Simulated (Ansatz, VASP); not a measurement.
# Two plane-wave programs on Pd

```
CELL_PARAMETERS angstrom
2.55834 0.00000 0.00000
0.00000 2.55834 0.00000
0.00000 0.00000 2.55834
ATOMIC_POSITIONS crystal
Pd 0.00000 0.00000 0.00000
```

Alike in both runs: task single point; functional BLYP; k mesh 13 × 13 × 13; occupations fermi-dirac, width 0.1 eV; no spin polarisation.

|  | VASP | Ansatz |
| --- | --- | --- |
| version | VASP 6.6.1 | Ansatz 0.2.0 |
| potentials or method | VASP PAW PBE potentials, release 64 (Pd) | plane waves (420 eV) with PAW, scalar-relativistic |
| plane-wave cutoff (eV) | 520 | 420 |
| valence electrons in the cell | 10 | 18 |

```csv
,VASP,Ansatz,Ansatz less VASP
pressure (GPa),18.0,17.8,-0.23
```

The two sets of potentials don't hold the same shells in valence.

Caveats: so large a pressure means that the cell lies far from this level's equilibrium, or that cutoff or potentials fall short (VASP); the potentials were made for another functional, which shifts forces and pressure (VASP).
